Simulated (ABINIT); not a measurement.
# PtS2 (P-3m1) in ABINIT: notebook

The runs below take PtS2 through single point, with PBE.

Everything below comes from runs of ABINIT 10.8.3 (patched build). Logs are shortened: lines on timing, memory, paths and dates and some standing lists are left out, and cuts for length are marked. The log counts tension as positive stress, the text compression.

## (1) The crystal as given

It takes space group P-3m1 (No. 164, trigonal). Conventional cell: a = 3.543 Å, b = 3.543 Å, c = 5.039 Å, α = 90.00°, β = 90.00°, γ = 120.00°. Around Pt (site symmetry -3m) lie 6 S at 2.34 Å. Around S (site symmetry 3m) lie 3 Pt at 2.34 Å.

## (2) Single point, PBE

File run.abi:

```
pp_dirpath "./"
pseudos "Pt.upf, S.upf"

acell 3*1.0
rprim
     6.6956776048     0.0000000000     0.0000000000
    -3.3478388024     5.7986269013     0.0000000000
     0.0000000000     0.0000000000     9.5219519968
ntypat 2
znucl 78 16
natom 3
typat 1 2 2
xcart
     0.0000000000     0.0000000000     0.0000000000
     1.7716000002     1.0228337368     3.8949924000
    -0.0000000002     2.0456674739     1.1438076000 Angstrom

ecut 42.0

kptopt 1
ngkpt 9 9 5
nshiftk 1
shiftk 0.0 0.0 0.0

ixc 11

nband 19
occopt 3
tsmear 0.05 eV

nstep 100
tolvrs 1.0e-10

iomode 3
prtwf 0
prteig 0
prtebands 0
enunit 1
prtden 1
prtvha 1
prtvclmb 1
prtpot 1
prtelf 1
```

Potentials or basis: PseudoDojo NC SR PBE v0.5 stringent.

The run is started by

```sh
> abinit run.abi > log 2>&1
```

run.abo:

```text
.Version 10.8.3 of ABINIT
 Symmetries : space group P-3 m 1 (#164); Bravais hP (primitive hexag.)
================================================================================
 Values of the parameters that define the memory need of the present run
     intxc =       0    ionmov =       0      iscf =       7    lmnmax =       8
     lnmax =       8     mgfft =      60  mpssoang =       4    mqgrid =    3001
     natom =       3  nloc_mem =       1    nspden =       1   nspinor =       1
    nsppol =       1      nsym =      12    n1xccc =    2501    ntypat =       2
    occopt =       3   xclevel =       2
       mpw =        4823          nfft =       96000          nkpt =          50
================================================================================
================================================================================

--------------------------------------------------------------------------------
------------- Echo of variables that govern the present computation ------------
--------------------------------------------------------------------------------
 -outvars: echo values of preprocessed input variables --------
            acell      1.0000000000E+00  1.0000000000E+00  1.0000000000E+00 Bohr
              amu      1.95080000E+02  3.20660000E+01
             ecut      4.20000000E+01 Hartree
           enunit           1
              ixc          11
         kptrlatt        9    0    0      0    9    0      0    0    5
          kptrlen      4.76097600E+01
            natom           3
            nband          19
            ngfft          40      40      60
             nkpt          50
            nstep         100
             nsym          12
           ntypat           2
           occopt           3
        prtebands           0
           prteig           0
           prtelf           1
           prtpot           1
         prtvclmb           1
           prtvha           1
            prtwf           0
            rprim      6.6956776048E+00  0.0000000000E+00  0.0000000000E+00
                      -3.3478388024E+00  5.7986269013E+00  0.0000000000E+00
                       0.0000000000E+00  0.0000000000E+00  9.5219519968E+00
          spgroup         164
           tolvrs      1.00000000E-10
           tsmear      1.83746611E-03 Hartree
            typat      1  2  2
           xangst      0.0000000000E+00  0.0000000000E+00  0.0000000000E+00
                       1.7715999988E+00  1.0228337362E+00  3.8949923983E+00
                      -6.5562370303E-17  2.0456674724E+00  1.1438075983E+00
            xcart      0.0000000000E+00  0.0000000000E+00  0.0000000000E+00
                       3.3478388024E+00  1.9328756338E+00  7.3604688953E+00
                      -1.2389492404E-16  3.8657512675E+00  2.1614831015E+00
             xred      0.0000000000E+00  0.0000000000E+00  0.0000000000E+00
                       6.6666666667E-01  3.3333333333E-01  7.7300000018E-01
                       3.3333333333E-01  6.6666666667E-01  2.2699999982E-01
            znucl       78.00000   16.00000

================================================================================

 chkinp: Checking input parameters for consistency.

================================================================================
== DATASET  1 ==================================================================

--- !DatasetInfo
iteration_state: {dtset: 1, }
dimensions: {natom: 3, nkpt: 50, mband: 19, nsppol: 1, nspinor: 1, nspden: 1, mpw: 4823, }
cutoff_energies: {ecut:  42.0, pawecutdg:  -1.0, }
electrons: {nelect:   3.00000000E+01, charge:   0.00000000E+00, occopt:   3.00000000E+00, tsmear:   1.83746611E-03, }
meta: {optdriver: 0, ionmov: 0, optcell: 0, iscf: 7, paral_kgb: 0, }
...

 Exchange-correlation functional for the present dataset will be:
  GGA: Perdew-Burke-Ernzerhof functional - ixc=11
  J.P.Perdew, K.Burke, M.Ernzerhof, PRL 77, 3865 (1996)

 Real(R)+Recip(G) space primitive vectors, cartesian coordinates (Bohr,Bohr^-1):
 R(1)=  6.6956776  0.0000000  0.0000000  G(1)=  0.1493501  0.0862273  0.0000000
 R(2)= -3.3478388  5.7986269  0.0000000  G(2)=  0.0000000  0.1724546  0.0000000
 R(3)=  0.0000000  0.0000000  9.5219520  G(3)=  0.0000000  0.0000000  0.1050205
 Unit cell volume ucvol=  3.6969680E+02 bohr^3
 Angles (23,13,12)=  9.00000000E+01  9.00000000E+01  1.20000000E+02 degrees

 getcut: wavevector=  0.0000  0.0000  0.0000  ngfft=  40  40  60
         ecut(hartree)=     42.000   => boxcut(ratio)=   2.04774

--- Pseudopotential description ------------------------------------------------
- pspini: atom type   1  psp file is ./Pt.upf
12 -101130 3 -1 1374                          pspcod,pspxc,lmax,lloc,mmax
     nproj     2     2     2     2

- pspini: atom type   2  psp file is ./S.upf
12 -101130 2 -1 1148                          pspcod,pspxc,lmax,lloc,mmax
     nproj     2     2     2     0

   1.33870965E+03                                ecore*ucvol(ha*bohr**3)
--------------------------------------------------------------------------------

================================================================================

--- !BeginCycle
iteration_state: {dtset: 1, }
solver: {iscf: 7, nstep: 100, nline: 4, wfoptalg: 0, }
tolerances: {tolvrs: 1.00E-10, }
...

     iter   Etot(hartree)      deltaE(h)  residm     vres2
 ETOT  1  -152.29942911821    -1.523E+02 1.133E-01 1.718E+03
 ETOT  2  -152.13032989459     1.691E-01 2.293E-02 3.914E+03
 ETOT  3  -152.63072486927    -5.004E-01 4.848E-03 1.895E+01
 ETOT  4  -152.63287947395    -2.155E-03 1.226E-03 1.789E+00
 ETOT  5  -152.63303709480    -1.576E-04 9.714E-04 5.681E-02
 ETOT  6  -152.63304546269    -8.368E-06 1.379E-03 3.138E-02
 ETOT  7  -152.63304793779    -2.475E-06 4.171E-04 2.657E-03
 ETOT  8  -152.63304823519    -2.974E-07 7.913E-04 2.310E-05
 ETOT  9  -152.63304823631    -1.120E-09 1.896E-04 1.101E-06
 ETOT 10  -152.63304823642    -1.025E-10 3.383E-04 5.417E-08
 ETOT 11  -152.63304823643    -1.640E-11 1.320E-04 2.443E-10
 ETOT 12  -152.63304823642     1.242E-11 1.544E-04 5.722E-12

 At SCF step   12       vres2   =  5.72E-12 < tolvrs=  1.00E-10 =>converged.

 Compute ELF
--------------------------------------------------------------------------------

 Compute kinetic energy density

 Compute gradient of the electron density
 Electron Localization Function (ELF) [min:0;max:1]
)     Maximum=    9.4920E-01  at reduced coord.    0.6750    0.3500    0.6167
)     Minimum=    2.9755E-06  at reduced coord.    0.3250    0.6500    0.2333
   Integrated=    1.3463E+02

--------------------------------------------------------------------------------
 End of ELF section

 Cartesian components of stress tensor (hartree/bohr^3)
  sigma(1 1)= -4.06840661E-04  sigma(3 2)=  0.00000000E+00
  sigma(2 2)= -4.06840661E-04  sigma(3 1)=  0.00000000E+00
  sigma(3 3)= -3.50260215E-04  sigma(2 1)=  0.00000000E+00

--- !ResultsGS
iteration_state: {dtset: 1, }
comment   : Summary of ground state results
lattice_vectors:
- [  6.6956776,   0.0000000,   0.0000000, ]
- [ -3.3478388,   5.7986269,   0.0000000, ]
- [  0.0000000,   0.0000000,   9.5219520, ]
lattice_lengths: [   6.69568,    6.69568,    9.52195, ]
lattice_angles: [ 90.000,  90.000, 120.000, ] # degrees, (23, 13, 12)
lattice_volume:   3.6969680E+02
convergence: {deltae:  1.242E-11, res2:  5.722E-12, residm:  1.544E-04, diffor: null, }
etotal    :  -1.52633048E+02
entropy   :   0.00000000E+00
fermie    :   3.02581118E-01
cartesian_stress_tensor: # hartree/bohr^3
- [ -4.06840661E-04,   0.00000000E+00,   0.00000000E+00, ]
- [  0.00000000E+00,  -4.06840661E-04,   0.00000000E+00, ]
- [  0.00000000E+00,   0.00000000E+00,  -3.50260215E-04, ]
pressure_GPa:   1.1415E+01
xred      :
- [  0.0000E+00,   0.0000E+00,   0.0000E+00, Pt]
- [  6.6667E-01,   3.3333E-01,   7.7300E-01,  S]
- [  3.3333E-01,   6.6667E-01,   2.2700E-01,  S]
cartesian_forces: # hartree/bohr
- [ -0.00000000E+00,  -3.09572740E-29,  -0.00000000E+00, ]
- [ -0.00000000E+00,   1.54786370E-29,  -2.41735488E-02, ]
- [ -0.00000000E+00,   1.54786370E-29,   2.41735488E-02, ]
force_length_stats: {min:   3.09572740E-29, max:   2.41735488E-02, mean:   1.61156992E-02, }
...

 Integrated electronic density in atomic spheres:
 ------------------------------------------------
 Atom  Sphere_radius  Integrated_density
    1        2.00000         14.50400174
    2        2.00000          3.93215791
    3        2.00000          3.93215791
================================================================================

 ----iterations are completed or convergence reached----

 Mean square residual over all n,k,spin=   43.798E-08; max=  15.439E-05
 reduced coordinates (array xred) for    3 atoms
       0.000000000000      0.000000000000      0.000000000000
       0.666666666667      0.333333333333      0.773000000184
       0.333333333333      0.666666666667      0.226999999816
 rms dE/dt=  1.0851E-01; max dE/dt=  2.3018E-01; dE/dt below (all hartree)
    1       0.000000000000      0.000000000000      0.000000000000
    2       0.000000000000     -0.000000000000      0.230179370965
    3       0.000000000000     -0.000000000000     -0.230179370965

 cartesian coordinates (angstrom) at end:
    1      0.00000000000000     0.00000000000000     0.00000000000000
    2      1.77159999880500     1.02283373620511     3.89499239830025
    3     -0.00000000000000     2.04566747241022     1.14380759830025

 cartesian forces (hartree/bohr) at end:
    1     -0.00000000000000    -0.00000000000000    -0.00000000000000
    2     -0.00000000000000     0.00000000000000    -0.02417354876844
    3     -0.00000000000000     0.00000000000000     0.02417354876844
 frms,max,avg= 1.1395520E-02 2.4173549E-02   0.000E+00  0.000E+00  0.000E+00 h/b

 cartesian forces (eV/Angstrom) at end:
    1     -0.00000000000000    -0.00000000000000    -0.00000000000000
    2     -0.00000000000000     0.00000000000000    -1.24305385675607
    3     -0.00000000000000     0.00000000000000     1.24305385675607
 frms,max,avg= 5.8598121E-01 1.2430539E+00   0.000E+00  0.000E+00  0.000E+00 e/A
 length scales=  1.000000000000  1.000000000000  1.000000000000 bohr
              =  0.529177210544  0.529177210544  0.529177210544 angstroms
 Fermi (or HOMO) energy (eV) =   8.23365   Average Vxc (eV)= -10.94422
 Eigenvalues (   eV  ) for nkpt=  50  k points:
 kpt#   1, nband= 19, wtk=  0.00247, kpt=  0.0000  0.0000  0.0000 (reduced coord)
 -91.89746  -46.09282  -46.09282  -45.91743   -7.82474   -4.57129    0.70436    0.70436
   0.84142    3.77492    3.77492    5.96785    6.60017    6.60017    7.62600   10.20707
  10.20707   12.52670   13.50737
 prteigrs : prtvol=0 or 1, do not print more k-points.

--- !EnergyTerms
iteration_state     : {dtset: 1, }
comment             : Components of total free energy in Hartree
kinetic             :  4.50570794408212E+01
hartree             :  4.46915789672997E+01
xc                  : -3.00991626603943E+01
Ewald energy        : -8.93083635036991E+01
psp_core            :  3.62110157613424E+00
local_psp           : -1.37623288820997E+02
non_local_psp       :  1.10280069233181E+01
internal            : -1.52633048077517E+02
'-kT*entropy'       : -1.58902879254833E-07
total_energy        : -1.52633048236420E+02
total_energy_eV     : -4.15335682946268E+03
band_energy         : -1.53336042182661E+01
...

 Cartesian components of stress tensor (hartree/bohr^3)
  sigma(1 1)= -4.06840661E-04  sigma(3 2)=  0.00000000E+00
  sigma(2 2)= -4.06840661E-04  sigma(3 1)=  0.00000000E+00
  sigma(3 3)= -3.50260215E-04  sigma(2 1)=  0.00000000E+00

-Cartesian components of stress tensor (GPa)         [Pressure=  1.1415E+01 GPa]
- sigma(1 1)= -1.19696655E+01  sigma(3 2)=  0.00000000E+00
- sigma(2 2)= -1.19696655E+01  sigma(3 1)=  0.00000000E+00
- sigma(3 3)= -1.03050113E+01  sigma(2 1)=  0.00000000E+00

== END DATASET(S) ==============================================================
================================================================================

 -outvars: echo values of variables after computation  --------
            acell      1.0000000000E+00  1.0000000000E+00  1.0000000000E+00 Bohr
           etotal     -1.5263304824E+02
            fcart     -0.0000000000E+00 -3.0957273955E-29 -0.0000000000E+00
                      -0.0000000000E+00  1.5478636977E-29 -2.4173548768E-02
                      -0.0000000000E+00  1.5478636977E-29  2.4173548768E-02
            rprim      6.6956776048E+00  0.0000000000E+00  0.0000000000E+00
                      -3.3478388024E+00  5.7986269013E+00  0.0000000000E+00
                       0.0000000000E+00  0.0000000000E+00  9.5219519968E+00
           strten     -4.0684066120E-04 -4.0684066117E-04 -3.5026021526E-04
                       0.0000000000E+00  0.0000000000E+00  0.0000000000E+00
           xangst      0.0000000000E+00  0.0000000000E+00  0.0000000000E+00
                       1.7715999988E+00  1.0228337362E+00  3.8949923983E+00
                      -6.5562370303E-17  2.0456674724E+00  1.1438075983E+00
             xred      0.0000000000E+00  0.0000000000E+00  0.0000000000E+00
                       6.6666666667E-01  3.3333333333E-01  7.7300000018E-01
                       3.3333333333E-01  6.6666666667E-01  2.2699999982E-01
 Calculation completed.
```

Run time: 2.9 min. Hardware: 1 thread of Arm Neoverse V2, shared host; peak memory 0.15 GiB.

Results:

* Free energy: -4153.3568 eV
* Pressure: 11.4 GPa
* Largest force: 1.243 eV/Å
* Band gap on the k mesh: 1.01 eV, indirect (least direct gap 1.06 eV)
* Valence electrons inside the program's atomic spheres: Pt 14.50; S 3.93

Forces in eV/Å, atoms in the order of the input:
```
Pt   0.000  0.000  0.000
S    0.000  0.000 -1.243
S    0.000  0.000  1.243
```

Stress tensor (GPa, compression positive):
```
11.97  0.00  0.00
 0.00 11.97  0.00
 0.00  0.00 10.31
```

Caveat: spin-orbit coupling is left out, which moves the levels of the heavy elements; an odd mesh through Γ misses points on the zone boundary, where band edges often lie; forces of over 1 eV/Å show positions far from the minimum, so gaps and moduli don't describe the material at rest.

## (3) Single point, PBE

Changes to run.abi since step 2:

```diff
@@ -1,3 +1,3 @@
 pp_dirpath "./"
-pseudos "Pt.upf, S.upf"
+pseudos "Pt_ONCV_PBE-1.2.upf, S_ONCV_PBE-1.2.upf"
 
@@ -17,3 +17,3 @@
 
-ecut 42.0
+ecut 35.0
```

Potentials or basis: SG15 NC PBE v1.2.

The run is started by

```sh
> abinit run.abi > log 2>&1
```

run.abo:

```text
.Version 10.8.3 of ABINIT
 Symmetries : space group P-3 m 1 (#164); Bravais hP (primitive hexag.)
================================================================================
 Values of the parameters that define the memory need of the present run
     intxc =       0    ionmov =       0      iscf =       7    lmnmax =       8
     lnmax =       8     mgfft =      54  mpssoang =       4    mqgrid =    3001
     natom =       3  nloc_mem =       1    nspden =       1   nspinor =       1
    nsppol =       1      nsym =      12    n1xccc =       0    ntypat =       2
    occopt =       3   xclevel =       2
       mpw =        3690          nfft =       69984          nkpt =          50
================================================================================
================================================================================

--------------------------------------------------------------------------------
------------- Echo of variables that govern the present computation ------------
--------------------------------------------------------------------------------
 -outvars: echo values of preprocessed input variables --------
            acell      1.0000000000E+00  1.0000000000E+00  1.0000000000E+00 Bohr
              amu      1.95080000E+02  3.20660000E+01
             ecut      3.50000000E+01 Hartree
           enunit           1
              ixc          11
         kptrlatt        9    0    0      0    9    0      0    0    5
          kptrlen      4.76097600E+01
            natom           3
[... 197 lines left out ...]
Ewald energy        : -8.93083635036991E+01
psp_core            :  1.75172671369722E+00
local_psp           : -1.43923861607979E+02
non_local_psp       :  1.54365639400016E+01
internal            : -1.41794653246278E+02
'-kT*entropy'       : -1.35733114964190E-07
total_energy        : -1.41794653382011E+02
total_energy_eV     : -3.85842908079289E+03
band_energy         : -1.35345125501193E+01
...

 Cartesian components of stress tensor (hartree/bohr^3)
  sigma(1 1)= -4.22047788E-04  sigma(3 2)=  0.00000000E+00
  sigma(2 2)= -4.22047788E-04  sigma(3 1)=  0.00000000E+00
  sigma(3 3)= -3.61072694E-04  sigma(2 1)=  0.00000000E+00

-Cartesian components of stress tensor (GPa)         [Pressure=  1.1819E+01 GPa]
- sigma(1 1)= -1.24170746E+01  sigma(3 2)=  0.00000000E+00
- sigma(2 2)= -1.24170746E+01  sigma(3 1)=  0.00000000E+00
- sigma(3 3)= -1.06231254E+01  sigma(2 1)=  0.00000000E+00

== END DATASET(S) ==============================================================
================================================================================

 -outvars: echo values of variables after computation  --------
            acell      1.0000000000E+00  1.0000000000E+00  1.0000000000E+00 Bohr
           etotal     -1.4179465338E+02
            fcart      2.6809785676E-29  1.5478636977E-29 -0.0000000000E+00
                      -1.3404892838E-29 -7.7393184886E-30 -2.5046064157E-02
                      -1.3404892838E-29 -7.7393184886E-30  2.5046064157E-02
            rprim      6.6956776048E+00  0.0000000000E+00  0.0000000000E+00
                      -3.3478388024E+00  5.7986269013E+00  0.0000000000E+00
                       0.0000000000E+00  0.0000000000E+00  9.5219519968E+00
           strten     -4.2204778824E-04 -4.2204778822E-04 -3.6107269369E-04
                       0.0000000000E+00  0.0000000000E+00  0.0000000000E+00
           xangst      0.0000000000E+00  0.0000000000E+00  0.0000000000E+00
                       1.7715999988E+00  1.0228337362E+00  3.8949923983E+00
                      -6.5562370303E-17  2.0456674724E+00  1.1438075983E+00
             xred      0.0000000000E+00  0.0000000000E+00  0.0000000000E+00
                       6.6666666667E-01  3.3333333333E-01  7.7300000018E-01
                       3.3333333333E-01  6.6666666667E-01  2.2699999982E-01
 Calculation completed.
```

Run time: 1.8 min. Hardware: 1 thread of Arm Neoverse V2, shared host; peak memory 0.12 GiB.

What came out:

```yaml
Free_energy: -3858.4291 eV
Pressure: 11.8 GPa
Largest_force: 1.288 eV/Å
Band_gap_on_the_k_mesh: 1.03 eV, indirect (least direct gap 1.08 eV)
Valence_electrons_inside_the_program's_atomic_spheres: Pt 14.49; S 3.92
```

Forces in eV/Å, atoms in the order of the input:
```
Pt   0.000  0.000  0.000
S    0.000  0.000 -1.288
S    0.000  0.000  1.288
```

Caveat: spin-orbit coupling is left out, which moves the levels of the heavy elements; an odd mesh through Γ misses points on the zone boundary, where band edges often lie; forces of over 1 eV/Å show positions far from the minimum, so gaps and moduli don't describe the material at rest.
